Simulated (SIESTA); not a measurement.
Crystal: Li2O.

```
O Li
1.0
     0.00000    2.32685    2.32685
     2.32685    0.00000    2.32685
     2.32685    2.32685    0.00000
O Li
1 2
Direct
  0.00000 0.00000 0.00000
  0.25000 0.25000 0.25000
  0.75000 0.75000 0.75000
```

The cell comes from a database or a generator and needn't be the stable form of this composition.

Base run:

```yaml
Program: SIESTA 5.4.2
Functional: LDA
Potentials_or_basis: PseudoDojo 0.4 standard (LDA files)
Basis: DZP (energy shift 0.003 Ry; two zetas on semicore shells)
Grid_cutoff: 800 Ry
Energy_shift: 0.003 Ry
k_mesh: 10 × 10 × 10
Occupations: fermi-dirac, width 0.05 eV
Spin: no spin polarisation
```

Its results: band gap on the k mesh 4.94 eV, indirect (least direct gap 5.10 eV); pressure -6.6 GPa.

Question: The run is repeated on the same cell with these changes: functional from LDA to PBE; potentials or basis from PseudoDojo 0.4 standard (LDA files) to PseudoDojo 0.4 standard (PBE files). What comes out?

Answer: Band gap on the k mesh 5.08 eV, direct; pressure 0.2 GPa.

Caveats: the basis of atomic orbitals isn't converged, which shifts pressures, moduli and gaps.
